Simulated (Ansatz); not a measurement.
Calculated ¹¹³In nuclear quadrupole resonance for In2O3

Cell: a computed structure from the Materials Project (it need not be an observed phase).

```
CELL_PARAMETERS angstrom
2.75810 1.59239 4.86369
-2.75810 1.59239 4.86369
0.00000 -3.18478 4.86369
ATOMIC_POSITIONS crystal
In 0.64288 0.64288 0.64288
In 0.85712 0.85712 0.85712
In 0.35712 0.35712 0.35712
In 0.14288 0.14288 0.14288
O 0.04650 0.75000 0.45350
O 0.75000 0.45350 0.04650
O 0.45350 0.04650 0.75000
O 0.95350 0.25000 0.54650
O 0.54650 0.95350 0.25000
O 0.25000 0.54650 0.95350
```

Sites (sets of like atoms) are named by element and the number of their first atom in this list.

All values are calculated (Ansatz; DFT, PBE, plane waves and PAW, scalar-relativistic, 420 eV cutoff, Γ-centred 6×6×6 k-points, Fermi–Dirac smearing 0.01 eV), not measured.

¹¹³In: I = 9/2, Q = 761.0 mb (year-2017 value). Static lattice, zero field.

(1) The simulated lines lie at 3.36, 6.71, 10.1, 13.4 MHz. What are |C_Q|, η and |V_zz| at In?

Answers

(1) For I = 9/2 and η = 0 the lines are |C_Q|/24 times 1, 2, 3 and 4; η shifts the lowest up most. Here |C_Q| = 80.5 MHz, η = 0.00 and |V_zz| = 4.38 × 10²¹ V/m². The calculation gives V_zz positive; the lines don't show the sign. The site has 6 O at 2.13–2.26 Å.

An axis of threefold or higher order runs through In, so V_zz lies along it and η is zero.

At this cell the PBE pressure is 5 GPa, so with PBE the cell would grow if it were relaxed. The entry's cell may itself be off. Without spin–orbit coupling (the program notes it for In) the gradients can shift somewhat, as the gap is small.
